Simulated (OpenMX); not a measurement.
MnO:

```
Mn O
1.0
     0.00000    2.22391    2.22391
     2.22391    0.00000    2.22391
     2.22391    2.22391    0.00000
Mn O
1 1
Direct
  0.00000 0.00000 0.00000
  0.50000 0.50000 0.50000
```

The cell is a database's computed one.

Base run:

```yaml
Program: OpenMX 3.8.5
Functional: PBE
Potentials_or_basis: OpenMX 2013 PBE set, Mn6.0-s3p2d2f1, O6.0-s3p2d2, grid cutoff 400 Ry
k_mesh: 11 × 11 × 11
Occupations: fermi-dirac, width 0.05 eV
Spin: collinear spin, ferromagnetic start
Starting_moments: "[4.0, 0.0] μB"
```

Its results: pressure 1.6 GPa; net moment 4.80 μB per cell; site moments Mn +4.59; O +0.21 μB.

The run is repeated on the same cell with these changes: functional from PBE to LDA; potentials or basis from OpenMX 2013 PBE set, Mn6.0-s3p2d2f1, O6.0-s3p2d2, grid cutoff 400 Ry to OpenMX 2013 LDA set, Mn6.0-s3p2d2, O6.0-s2p2d1, grid cutoff 400 Ry. What comes out?

Pressure -15.4 GPa; net moment 4.59 μB per cell; site moments Mn +4.37; O +0.22 μB.

Caveats: the basis of atomic orbitals isn't converged, which shifts pressures, moduli and gaps; a cell with one magnetic atom can't hold antiferromagnetic order, which such compounds often take; so large a pressure means that the cell lies far from this level's equilibrium, or that cutoff or potentials fall short (some runs).
